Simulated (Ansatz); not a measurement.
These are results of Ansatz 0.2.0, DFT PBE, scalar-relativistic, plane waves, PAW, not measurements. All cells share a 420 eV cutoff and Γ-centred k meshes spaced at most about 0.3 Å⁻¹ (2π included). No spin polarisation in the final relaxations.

These are static total energies at zero pressure. All come from trial cells, and lower structures may exist.

Question: These unrelaxed guesses for LiF are each relaxed within their symmetry. Order them by the energy at which they end, lowest first.
1.

```
Li F
1.0
     3.06395    0.00000    0.00000
    -1.53197    2.65346    0.00000
     0.00000    0.00000    5.00849
Li F
3 3
Direct
  0.16208 0.83792 0.66667
  0.16208 0.32416 0.33333
  0.67584 0.83792 0.00000
  0.83792 0.16208 0.66667
  0.83792 0.67584 0.33333
  0.32416 0.16208 0.00000
```

2.

```
Li F
1.0
     3.74291    0.00000    0.00000
     0.00000    3.74291    0.00000
     0.00000    0.00000   11.30952
Li F
8 8
Direct
  0.43203 0.88390 0.93858
  0.38390 0.06797 0.18858
  0.06797 0.38390 0.81142
  0.88390 0.43203 0.06142
  0.56797 0.11610 0.43858
  0.61610 0.93203 0.68858
  0.93203 0.61610 0.31142
  0.11610 0.56797 0.56142
  0.06797 0.61610 0.93858
  0.11610 0.43203 0.18858
  0.43203 0.11610 0.81142
  0.61610 0.06797 0.06142
  0.93203 0.38390 0.43858
  0.88390 0.56797 0.68858
  0.56797 0.88390 0.31142
  0.38390 0.93203 0.56142
```

Answer: 2 (ends in Fm-3m, rock salt type, 0 meV/atom), 1 (ends in P3_212, 101 meV/atom).

No dispersion correction is applied, so the spacing and binding between layers, chains or molecules are poorly described (P3_212), and this can change margins and order among such cells. With atoms moved at random, Fm-3m came back. Other cells relaxed within their symmetry can be saddle points. The part of the Crystallography Open Database at hand lists LiF in space group No. 225; sharing a group (Fm-3m) doesn't make a cell the listed structure. Some candidate types were left out of the draw beforehand, so a known form may be missing.
